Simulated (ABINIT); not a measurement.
# C in ABINIT: notebook

Runs on C. Level: LDA. Tasks: optical spectrum.

All numbers are computed with ABINIT 10.8.3 (patched build); they aren't measurements. Logs are shortened: lines on timing, memory, paths and dates and some standing lists are left out, and cuts for length are marked. The log counts tension as positive stress, the text compression.

**1. Starting point**

The cell holds a slab with vacuum, 4 atoms: a = 2.456 Å, b = 2.456 Å, c = 24.134 Å, α = 90.00°, β = 90.00°, γ = 120.00°.

**2. Optical spectrum, LDA**

File run.abi:

```
ndtset 3

pp_dirpath "./"
pseudos "C.upf"

acell 3*1.0
rprim
     4.6415972861     0.0000000000     0.0000000000
    -2.3207986431     4.0197411640     0.0000000000
     0.0000000000     0.0000000000    45.6065750215
ntypat 1
znucl 6
natom 4
typat 1 1 1 1
xred
            2/3            1/3   0.5704754400
            1/3            2/3   0.4295245600
            0.0            0.0   0.4295312300
            0.0            0.0   0.5704687700

ecut 843.552974 eV

ngkpt 12 12 2
nshiftk 1
shiftk 0.0 0.0 0.5
istwfk *1

ixc 7

occopt 3
tsmear 0.05 eV

nstep 80

iomode 3
prteig 0
prtebands 0

nband1 12
tolvrs1 1.0e-12
prtden1 1
prtwf1 0
kptopt1 1

iscf2 -3
getden2 1
nband2 24
nbdbuf2 4
tolwfr2 1.0e-12
nstep2 120
prtden2 0
kptopt2 1

optdriver3 8
wfk_task3 "wfk_optics_fullbz"
getwfk3 2
nband3 20
kptopt3 1
prtevk3 1
inclvkb3 2
```

File optic.abi:

```
&FILES
 ddkfile_1 = 'runo_DS3_1_EVK.nc',
 ddkfile_2 = 'runo_DS3_2_EVK.nc',
 ddkfile_3 = 'runo_DS3_3_EVK.nc',
 wfkfile = 'runo_DS3_WFK.nc'
/
&PARAMETERS
 broadening = 0.003675,
 domega = 0.002,
 maxomega = 0.8,
 scissor = 0.000000,
 tolerance = 0.002
/
&COMPUTATIONS
 num_lin_comp = 2,
 lin_comp = 11,33,
 num_nonlin_comp = 0
/
```

Potentials or basis: PseudoDojo NC SR LDA v0.4.1 standard.

The run is started by

```
$ abinit run.abi > log 2>&1
$ optic optic.abi > optic.log 2>&1
```

run.abo:

```text
.Version 10.8.3 of ABINIT
 DATASET    1 : space group P-3 m 1 (#164); Bravais hP (primitive hexag.)
================================================================================
 Values of the parameters that define the memory need for DATASET  1.
     intxc =       0    ionmov =       0      iscf =       7    lmnmax =       4
     lnmax =       4     mgfft =     240  mpssoang =       2    mqgrid =   11431
     natom =       4  nloc_mem =       1    nspden =       1   nspinor =       1
    nsppol =       1      nsym =      12    n1xccc =    2501    ntypat =       1
    occopt =       3   xclevel =       1
       mpw =        7061          nfft =      138240          nkpt =          31
================================================================================
================================================================================
[... 13 lines left out ...]
 DATASET    3 : space group P-3 m 1 (#164); Bravais hP (primitive hexag.)
================================================================================
 Values of the parameters that define the memory need for DATASET  3.
     intxc =       0    ionmov =       0      iscf =       7    lmnmax =       4
     lnmax =       4     mgfft =     240  mpssoang =       2    mqgrid =   11431
     natom =       4  nloc_mem =       1    nspden =       1   nspinor =       1
    nsppol =       1      nsym =      12    n1xccc =    2501    ntypat =       1
    occopt =       3   xclevel =       1
       mpw =        7061          nfft =      138240          nkpt =          31
================================================================================
================================================================================

--------------------------------------------------------------------------------
------------- Echo of variables that govern the present computation ------------
--------------------------------------------------------------------------------
 -outvars: echo values of preprocessed input variables --------
            acell      1.0000000000E+00  1.0000000000E+00  1.0000000000E+00 Bohr
              amu      1.20110000E+01
             ecut      3.10000000E+01 Hartree
           getden1          0
           getden2          1
           getden3          0
           getwfk1          0
           getwfk2          0
           getwfk3          2
             iscf1          7
             iscf2         -3
             iscf3          7
              ixc           7
           jdtset        1    2    3
         kptrlatt       12    0    0      0   12    0      0    0    2
          kptrlen      5.56991674E+01
            natom           4
            nband1         12
            nband2         24
            nband3         20
           nbdbuf1          0
           nbdbuf2          4
           nbdbuf3          0
           ndtset           3
            ngfft          24      24     240
             nkpt          31
            nstep1         80
            nstep2        120
            nstep3         80
             nsym          12
           ntypat           1
           occopt           3
        optdriver1          0
        optdriver2          0
        optdriver3          8
           prtden1          1
           prtden2          0
           prtden3          1
        prtebands           0
           prteig           0
           prtevk1          0
           prtevk2          0
           prtevk3          1
            prtwf1          0
            prtwf2          1
            prtwf3          1
            rprim      4.6415972861E+00  0.0000000000E+00  0.0000000000E+00
                      -2.3207986431E+00  4.0197411640E+00  0.0000000000E+00
                       0.0000000000E+00  0.0000000000E+00  4.5606575021E+01
           shiftk      0.00000000E+00  0.00000000E+00  5.00000000E-01
          spgroup         164
           tolvrs1     1.00000000E-12
           tolvrs2     0.00000000E+00
           tolvrs3     0.00000000E+00
           tolwfr1     0.00000000E+00
           tolwfr2     1.00000000E-12
           tolwfr3     0.00000000E+00
           tsmear      1.83746611E-03 Hartree
            typat      1  1  1  1
         wfk_task1          0
         wfk_task2          0
         wfk_task3          7
           xangst      1.2281137522E+00  7.0905180542E-01  1.3767831537E+01
                      -1.7639188606E-11  1.4181036108E+00  1.0366128615E+01
                       0.0000000000E+00  0.0000000000E+00  1.0366289589E+01
                       0.0000000000E+00  0.0000000000E+00  1.3767670563E+01
            xcart      2.3207986430E+00  1.3399137213E+00  2.6017430952E+01
                      -3.3333235549E-11  2.6798274427E+00  1.9589144069E+01
                       0.0000000000E+00  0.0000000000E+00  1.9589448265E+01
[... 271 lines left out ...]
lattice_angles: [ 90.000,  90.000, 120.000, ] # degrees, (23, 13, 12)
lattice_volume:   8.5092837E+02
convergence: {deltae:  0.000E+00, res2:  0.000E+00, residm:  9.986E-13, diffor:  0.000E+00, }
etotal    :  -2.41196989E+01
entropy   :   0.00000000E+00
fermie    :  -7.08710317E-02
cartesian_stress_tensor: null
pressure_GPa: null
xred      :
- [  6.6667E-01,   3.3333E-01,   5.7048E-01,  C]
- [  3.3333E-01,   6.6667E-01,   4.2952E-01,  C]
- [  0.0000E+00,   0.0000E+00,   4.2953E-01,  C]
- [  0.0000E+00,   0.0000E+00,   5.7047E-01,  C]
cartesian_forces: null
force_length_stats: {min: null, max: null, mean: null, }
...

 Integrated electronic density in atomic spheres:
 ------------------------------------------------
 Atom  Sphere_radius  Integrated_density
    1        2.00000          4.76552846
    2        2.00000          4.76552846
    3        2.00000          4.76378929
    4        2.00000          4.76378929
================================================================================

 ----iterations are completed or convergence reached----

 Mean square residual over all n,k,spin=   57.887E-14; max=  99.856E-14
 reduced coordinates (array xred) for    4 atoms
       0.666666666667      0.333333333333      0.570475440000
       0.333333333333      0.666666666667      0.429524560000
       0.000000000000      0.000000000000      0.429531230000
       0.000000000000      0.000000000000      0.570468770000

 cartesian coordinates (angstrom) at end:
    1      1.22811375215468     0.70905180542480    13.76783153685036
    2     -0.00000000001764     1.41810361084961    10.36612861549268
    3      0.00000000000000     0.00000000000000    10.36628958900689
    4      0.00000000000000     0.00000000000000    13.76767056333614
 length scales=  1.000000000000  1.000000000000  1.000000000000 bohr
              =  0.529177210544  0.529177210544  0.529177210544 angstroms
 Eigenvalues (hartree) for nkpt=  31  k points:
 kpt#   1, nband= 24, wtk=  0.00694, kpt=  0.0000  0.0000  0.2500 (reduced coord)
  -0.78648   -0.78120   -0.37185   -0.33702   -0.18120   -0.18120   -0.18094   -0.18094
   0.05656    0.07556    0.09976    0.11779    0.14187    0.16954    0.20238    0.23933
   0.23933    0.24011    0.24011    0.24306    0.29186    0.34804    0.34867    0.35224
      occupation numbers for kpt#   1
   2.00000    2.00000    2.00000    2.00000    2.00000    2.00000    2.00000    2.00000
   0.00000    0.00000    0.00000    0.00000    0.00000    0.00000    0.00000    0.00000
   0.00000    0.00000    0.00000    0.00000    0.00000    0.00000    0.00000    0.00000
 prteigrs : prtvol=0 or 1, do not print more k-points.

--- !EnergyTerms
iteration_state     : {dtset: 2, }
comment             : Components of total free energy in Hartree
kinetic             :  1.69201032827031E+01
hartree             :  1.87759034412797E+02
xc                  : -8.55627511495962E+00
Ewald energy        :  1.68949937891118E+02
psp_core            :  3.27249543675680E-01
local_psp           : -3.88223717887442E+02
non_local_psp       : -1.29595902441779E+00
internal            : -2.41196268965254E+01
'-kT*entropy'       : -7.20067208023187E-05
total_energy        : -2.41196989032462E+01
...

--- !EnergyTermsDC
iteration_state     : {dtset: 2, }
comment             : '"Double-counting" decomposition of free energy'
band_energy         : -6.48693169192903E+00
Ewald energy        :  1.68949937891118E+02
psp_core            :  3.27249543675680E-01
xc_dc               : -1.86909882682568E+02
internal            : -2.41196269397026E+01
'-kT*entropy'       : -7.20067208023187E-05
total_energy_dc     : -2.41196989464234E+01
...

================================================================================
== DATASET  3 ==================================================================

--- !DatasetInfo
iteration_state: {dtset: 3, }
dimensions: {natom: 4, nkpt: 31, mband: 20, nsppol: 1, nspinor: 1, nspden: 1, mpw: 7061, }
cutoff_energies: {ecut:  31.0, pawecutdg:  -1.0, }
electrons: {nelect:   1.60000000E+01, charge:   0.00000000E+00, occopt:   3.00000000E+00, tsmear:   1.83746611E-03, }
meta: {optdriver: 8, wfk_task: 7, }
...

 mkfilename : getwfk/=0, take file _WFK from output of DATASET   2.

 Exchange-correlation functional for the present dataset will be:
  LDA: Perdew-Wang 92 LSD fit to Ceperley-Alder data - ixc=7
  J.P.Perdew and Y.Wang, PRB 45, 13244 (1992)

--------------------------------------------------------------------------------

 Computation of velocity matrix elements (DDK)

 Parameters extracted from the Abinit header:
    ecut:     31.0
    nkpt:    288
    mband:   24
    nsppol:  1
    nspinor: 1
    useylm:  0
    inclvkb: 2
    bmin: 1, bmax: 24
    Computing diagonal and off-diagonal matrix elements
    Between band index bmin: 1, bmax: 24

== END DATASET(S) ==============================================================
================================================================================

 -outvars: echo values of variables after computation  --------
            acell      1.0000000000E+00  1.0000000000E+00  1.0000000000E+00 Bohr
           etotal1    -2.4119698946E+01
           etotal2    -2.4119698946E+01
           etotal3     0.0000000000E+00
            fcart1    -4.6408941701E-28 -1.3397107492E-27 -7.6778621638E-05
                      -4.6408941701E-28  5.0909008469E-27  7.6778621638E-05
                       9.2817883403E-28 -5.3588429966E-28  4.6798737562E-04
                      -0.0000000000E+00 -3.2153057980E-27 -4.6798737562E-04
            fcart3     0.0000000000E+00  0.0000000000E+00  0.0000000000E+00
                       0.0000000000E+00  0.0000000000E+00  0.0000000000E+00
                       0.0000000000E+00  0.0000000000E+00  0.0000000000E+00
                       0.0000000000E+00  0.0000000000E+00  0.0000000000E+00
            rprim      4.6415972861E+00  0.0000000000E+00  0.0000000000E+00
                      -2.3207986431E+00  4.0197411640E+00  0.0000000000E+00
                       0.0000000000E+00  0.0000000000E+00  4.5606575021E+01
           strten1     7.3784297549E-05  7.3784297526E-05  4.1826339875E-05
                       0.0000000000E+00  0.0000000000E+00  5.7014685155E-15
           strten3     0.0000000000E+00  0.0000000000E+00  0.0000000000E+00
                       0.0000000000E+00  0.0000000000E+00  0.0000000000E+00
           xangst      1.2281137522E+00  7.0905180542E-01  1.3767831537E+01
                      -1.7639188606E-11  1.4181036108E+00  1.0366128615E+01
                       0.0000000000E+00  0.0000000000E+00  1.0366289589E+01
                       0.0000000000E+00  0.0000000000E+00  1.3767670563E+01
             xred      6.6666666667E-01  3.3333333333E-01  5.7047544000E-01
                       3.3333333333E-01  6.6666666667E-01  4.2952456000E-01
                       0.0000000000E+00  0.0000000000E+00  4.2953123000E-01
                       0.0000000000E+00  0.0000000000E+00  5.7046877000E-01
 Calculation completed.
```

It took 4.8 min on 1 thread of Intel Xeon 6975P-C (Granite Rapids), shared host; peak memory 0.84 GiB.

What came out:

```
Free energy   : -656.3304 eV
Largest force : 0.024 eV/Å
```

Forces on the atoms (eV/Å):
```
C    0.000  0.000 -0.004
C    0.000  0.000  0.004
C    0.000  0.000  0.024
C    0.000  0.000 -0.024
```

Dielectric function (mean over the directions given):
```
energy (eV)  real part  imaginary part
       0.33       8.61           69.84
       0.98      -2.41            1.27
       1.63       1.52            0.37
       2.29       3.17            4.61
       2.94       3.27            1.52
       3.70       1.17            0.70
       4.35       1.18            1.82
       5.01      -0.02            0.77
       5.66       0.65            0.42
       6.31       0.76            0.13
       7.08       0.93            0.15
       7.73       1.20            0.11
       8.38       1.27            0.06
       9.03       1.48            0.09
       9.69       1.69            0.06
      10.45       2.13            0.23
      11.10       1.93            0.92
      11.76       2.20            1.28
      12.41       2.01            1.46
      13.06       1.34            1.12
      13.82       1.62            2.00
      14.48       0.54            1.09
      15.13       0.57            1.77
      15.78      -0.17            0.31
      16.44       0.38            0.31
      17.20       0.50            0.20
      17.85       0.80            0.65
      18.50       0.02            0.54
      19.16       0.43            0.10
      19.92       0.51            0.15
```

Caveat: the cutoff is too short for stress, so the log's stress isn't used; the intraband (Drude) term is left out; spectra need much finer meshes, so this one isn't converged; independent-particle spectra lack excitons.

**3. Optical spectrum, LDA**

Edit run.abi of step 2 so:

```diff
@@ -1,3 +1,5 @@
+# Datasets
 ndtset 3
 
+# Pseudopotentials
 pp_dirpath "./"
@@ -5,2 +7,3 @@
 
+# Structure
 acell 3*1.0
@@ -20,4 +23,6 @@
 
+# Plane-wave basis
 ecut 843.552974 eV
 
+# k points
 ngkpt 12 12 2
@@ -27,4 +32,6 @@
 
+# Exchange and correlation
 ixc 7
 
+# Bands and occupations
 occopt 3
@@ -32,4 +39,6 @@
 
+# SCF cycle
 nstep 80
 
+# Output
 iomode 3
@@ -38,2 +47,3 @@
 
+# Dataset 1: ground state
 nband1 12
@@ -44,2 +54,3 @@
 
+# Dataset 2: empty bands at fixed density
 iscf2 -3
@@ -53,2 +64,3 @@
 
+# Dataset 3: wave functions and velocity matrix elements in the full zone
 optdriver3 8
```

Edit optic.abi of step 2 so:

```diff
@@ -7,3 +7,3 @@
 &PARAMETERS
- broadening = 0.003675,
+ broadening = 0.001837,
  domega = 0.002,
```

Potentials or basis: PseudoDojo NC SR LDA v0.4.1 standard.

The run is started by

```
$ abinit run.abi > log 2>&1
$ optic optic.abi > optic.log 2>&1
```

run.abo:

```text
.Version 10.8.3 of ABINIT
 DATASET    1 : space group P-3 m 1 (#164); Bravais hP (primitive hexag.)
================================================================================
 Values of the parameters that define the memory need for DATASET  1.
     intxc =       0    ionmov =       0      iscf =       7    lmnmax =       4
     lnmax =       4     mgfft =     240  mpssoang =       2    mqgrid =   11431
     natom =       4  nloc_mem =       1    nspden =       1   nspinor =       1
    nsppol =       1      nsym =      12    n1xccc =    2501    ntypat =       1
    occopt =       3   xclevel =       1
       mpw =        7061          nfft =      138240          nkpt =          31
================================================================================
================================================================================
[... 13 lines left out ...]
 DATASET    3 : space group P-3 m 1 (#164); Bravais hP (primitive hexag.)
================================================================================
 Values of the parameters that define the memory need for DATASET  3.
[... 478 lines left out ...]
            fcart3     0.0000000000E+00  0.0000000000E+00  0.0000000000E+00
                       0.0000000000E+00  0.0000000000E+00  0.0000000000E+00
                       0.0000000000E+00  0.0000000000E+00  0.0000000000E+00
                       0.0000000000E+00  0.0000000000E+00  0.0000000000E+00
            rprim      4.6415972861E+00  0.0000000000E+00  0.0000000000E+00
                      -2.3207986431E+00  4.0197411640E+00  0.0000000000E+00
                       0.0000000000E+00  0.0000000000E+00  4.5606575021E+01
           strten1     7.3784297556E-05  7.3784297533E-05  4.1826339872E-05
                       0.0000000000E+00  0.0000000000E+00  5.7013140669E-15
           strten3     0.0000000000E+00  0.0000000000E+00  0.0000000000E+00
                       0.0000000000E+00  0.0000000000E+00  0.0000000000E+00
           xangst      1.2281137522E+00  7.0905180542E-01  1.3767831537E+01
                      -1.7639188606E-11  1.4181036108E+00  1.0366128615E+01
                       0.0000000000E+00  0.0000000000E+00  1.0366289589E+01
                       0.0000000000E+00  0.0000000000E+00  1.3767670563E+01
             xred      6.6666666667E-01  3.3333333333E-01  5.7047544000E-01
                       3.3333333333E-01  6.6666666667E-01  4.2952456000E-01
                       0.0000000000E+00  0.0000000000E+00  4.2953123000E-01
                       0.0000000000E+00  0.0000000000E+00  5.7046877000E-01
 Calculation completed.
```

optic_0001_0001-linopt.out:

```text
#calculated the component:  1  1  of dielectric function
 #broadening:    0.000000E+00    1.837000E-03
 #scissors shift:    0.000000E+00
 #energy window:    3.583416E+01eV    1.316881E+00Ha
 # Energy(eV)         Im(eps(w))
    2.721139E-01    1.245706E+02
    8.163416E-01    1.933964E+00
    1.360569E+00    3.904796E-01
    1.904797E+00    3.654774E-01
    2.449025E+00    1.782756E+00
    2.993252E+00    2.512642E+00
[... 32 lines left out ...]
    2.095277E+01    2.853332E-01
    2.149700E+01    6.189109E-02
[... 169 lines left out ...]
    1.904797E+00    7.215265E-02
    2.449025E+00    4.235103E-01
    2.993252E+00    2.024569E-01
[... 32 lines left out ...]
    2.095277E+01    5.025758E-02
    2.149700E+01    1.082761E-02
 # Energy(eV)         absorption coeff (in 10^6 m-1) = omega Im(eps) / c n(eps)
    1.632683E-01    1.768389E+00
    7.074960E-01    2.800290E+01
    1.251724E+00    1.518614E+01
    1.795951E+00    1.833135E+00
    2.340179E+00    6.360989E+01
    2.884407E+00    8.682023E+00
[... 32 lines left out ...]
    2.084392E+01    3.126353E+01
    2.138815E+01    1.370176E+01
```

It took 3.1 min on 1 thread of AMD EPYC 9R45 (Zen 5), shared host; peak memory 0.84 GiB.

Results:

```yaml
Free_energy: -656.3304 eV
Largest_force: 0.024 eV/Å
```

Forces in eV/Å, atoms in the order of the input:
```
C    0.000  0.000 -0.004
C    0.000  0.000  0.004
C    0.000  0.000  0.024
C    0.000  0.000 -0.024
```

Dielectric function (mean over the directions given):
```tsv
energy (eV)	real part	imaginary part
0.33	-5.98	148.39
1.31	-0.14	0.29
2.29	5.58	7.79
3.37	-2.39	3.67
4.35	1.96	1.62
5.44	0.34	0.90
6.42	0.87	0.07
7.51	1.11	0.05
8.49	1.31	0.03
9.58	1.64	0.03
10.56	2.36	0.23
11.65	2.28	0.55
12.63	1.86	1.73
13.71	1.53	1.89
14.69	0.57	2.06
15.78	-0.19	0.22
16.76	-0.06	0.56
17.85	0.73	0.66
18.83	0.24	0.09
19.92	0.49	0.14
```

Caveat: the cutoff is too short for stress, so the log's stress isn't used; the intraband (Drude) term is left out; spectra need much finer meshes, so this one isn't converged; independent-particle spectra lack excitons.
